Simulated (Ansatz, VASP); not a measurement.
AlN: VASP beside Ansatz

```xyz
4
Lattice="3.0733 0.0000 0.0000 -1.5367 2.6616 0.0000 0.0000 0.0000 4.9433" Properties=species:S:1:pos:R:3 pbc="T T T"
Al    0.0000    1.7744    0.0000
Al    1.5367    0.8872    2.4717
N     0.0000    1.7744    1.8883
N     1.5367    0.8872    4.3600
```

Alike in both runs: task relaxation of the atoms; functional LDA; k mesh 8 × 8 × 5; no spin polarisation.

|  | VASP | Ansatz |
| --- | --- | --- |
| version | VASP 6.6.1 | Ansatz 0.2.0 |
| potentials or method | VASP PAW LDA potentials, release 64 (Al, N) | scalar-relativistic, plane waves, PAW |
| plane-wave cutoff (eV) | 520 | 420 |
| occupations | gaussian, width 0.01 eV | fixed |
| valence electrons in the cell | 16 | 16 |

|  | VASP | Ansatz | Ansatz less VASP |
| --- | --- | --- | --- |
| gap on the k mesh at the Fermi level, each at its own relaxed structure (eV) | 4.54 | 4.53 | -0.007 |

Ansatz warned: «stress_scf_threshold_loose».

Caveats: an odd mesh through Γ misses points on the zone boundary, where band edges often lie.
